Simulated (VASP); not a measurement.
## MgSe: G0W0 quasiparticle levels with PBE

Crystal: MgSe.

```
Mg Se
1.0
     0.00000    2.75218    2.75218
     2.75218    0.00000    2.75218
     2.75218    2.75218    0.00000
Mg Se
1 1
Direct
  0.00000 0.00000 0.00000
  0.50000 0.50000 0.50000
```

The cell was built by a generator and needn't be a form met in nature.

```yaml
Program: VASP 6.6.1
Task: G0W0 quasiparticle levels
Functional: PBE
Potentials_or_basis: VASP PAW PBE potentials, release 64 (Mg_GW, Se_GW)
Cutoff: 400 eV
k_mesh: 4 × 4 × 4
Occupations: gaussian, width 0.01 eV
Spin: no spin polarisation
GW_scheme: G0W0
Cutoff_of_the_response_function: 150
Empty_bands: 168
Frequency_points: 60
GW_iterations: 1
Further_INCAR_settings: ALGO = EVGW0; EDIFF = 1e-08; NBANDS = 172
```

* Band gap on the k mesh, mean-field level: 1.72 eV, indirect (least direct gap 2.37 eV)
* Quasiparticle gap: 2.96 eV
* Least direct quasiparticle gap: 3.74 eV

Levels at points of the mesh, in eV from the valence-band top:
| k point | band 2 | band 3 | band 4 | band 5 | band 6 | band 7 |
| --- | --- | --- | --- | --- | --- | --- |
| (0.00, 0.00, 0.00) | 0.00 | 0.00 | 0.00 | 2.37 | 7.40 | 7.40 |
| (0.50, 0.00, 0.00) | -4.81 | -0.55 | -0.55 | 3.77 | 6.03 | 6.03 |
| (0.50, 0.50, 0.00) | -4.12 | -1.72 | -1.72 | 1.72 | 4.02 | 11.45 |

Wall time 22 s on 4 MPI ranks on AMD EPYC 9R45 96-Core Processor (Zen 5), on a shared host, peak memory 0.31 GiB a rank.

Caveat: the k mesh is coarse (spacing up to 0.49 Å⁻¹), so the values aren't converged; bands, screening cutoff and mesh are small and nothing is extrapolated, so the quasiparticle values aren't converged. A k mesh can miss the band edges.
